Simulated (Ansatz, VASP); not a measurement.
**TiO2 (Anatase) in VASP and in Ansatz**

```xyz
6
Lattice="-1.8921 1.8921 4.7573 1.8921 -1.8921 4.7573 1.8921 1.8921 -4.7573" Properties=species:S:1:pos:R:3 pbc="T T T"
Ti    0.0000    1.8921    2.3786
Ti    0.0000    0.0000    0.0000
O     0.0000    0.0000    7.5346
O     0.0000    1.8921    0.3987
O     0.0000    1.8921    4.3586
O     0.0000    0.0000    1.9800
```

Alike in both runs: task single point; functional PBE; k mesh 10 × 10 × 10; occupations gaussian, width 0.012 eV; no spin polarisation.

```csv
,VASP,Ansatz
version,VASP 6.6.1,Ansatz 0.2.0
potentials or method,"VASP PAW PBE potentials, release 64 (Ti_sv, O)",Ansatz PAW
plane-wave cutoff (eV),520,420
valence electrons in the cell,48,48
```

VASP gave:

- gap on the k mesh at the Fermi level (eV): 2.11
- least direct gap on the mesh (eV): 2.44
- pressure (GPa): 5.9
- largest component of the traceless stress (GPa): 0.92
- rms of the force components (eV/Å): 0.059

Question: Estimate Ansatz's values.

Answer: gap on the k mesh at the Fermi level (eV): 2.14; least direct gap on the mesh (eV): 2.46; pressure (GPa): 5.2; largest component of the traceless stress (GPa): 0.86; rms of the force components (eV/Å): 0.048.

Atom by atom the forces differ by 0.011 eV/Å (rms over components). With one functional, cell and mesh, what is left measures potentials, basis and numerics.

Caveats: the pressure holds a Pulay correction of +0.7 GPa for the finite cutoff (Ansatz). A k mesh can miss the band edges. Expect the measured gap to be larger: semilocal functionals such as PBE lack the derivative discontinuity.
